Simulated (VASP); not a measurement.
Ni, 6 atoms in the cell. The cell holds a slab with vacuum, 6 atoms: a = 2.500 Å, b = 2.500 Å, c = 25.207 Å, α = 90.00°, β = 90.00°, γ = 120.00°. The slab is cut from a database's or a generator's crystal, which needn't be the stable form of the element. The cell isn't the ideal one: the (1 1 1) slab of Ni, cut from the database cell, not relaxed.

```yaml
Program: VASP 6.6.1
Task: work function
Functional: PBE
Potentials_or_basis: VASP PAW PBE potentials, release 64 (Ni)
Cutoff: 520 eV
k_mesh: 12 × 12 × 1
Occupations: gaussian, width 0.05 eV
Spin: collinear spin, ferromagnetic start
Starting_moments: "[1.0, 1.0, 1.0, 1.0, 1.0, 1.0] μB"
Dipole_correction: yes
Further_INCAR_settings: ALGO = Normal; EDIFF = 1e-06
```

Potentials or basis: VASP PAW PBE potentials, release 64 (Ni).

Run with:

```bash
$ cat potpaw_PBE.64/Ni/POTCAR > POTCAR
$ mpirun -np 1 vasp_std > vasp.out
```

Hardware: 1 thread of Intel(R) Xeon(R) Platinum 8375C CPU @ 2.90GHz (Ice Lake) (shared host).

Task: Estimate the wall time of this run.

Result: Wall time 7.5 min on 1 thread of Intel(R) Xeon(R) Platinum 8375C CPU @ 2.90GHz (Ice Lake) (shared host), peak memory 0.37 GiB. Counts: scf iterations 40, k points 19.
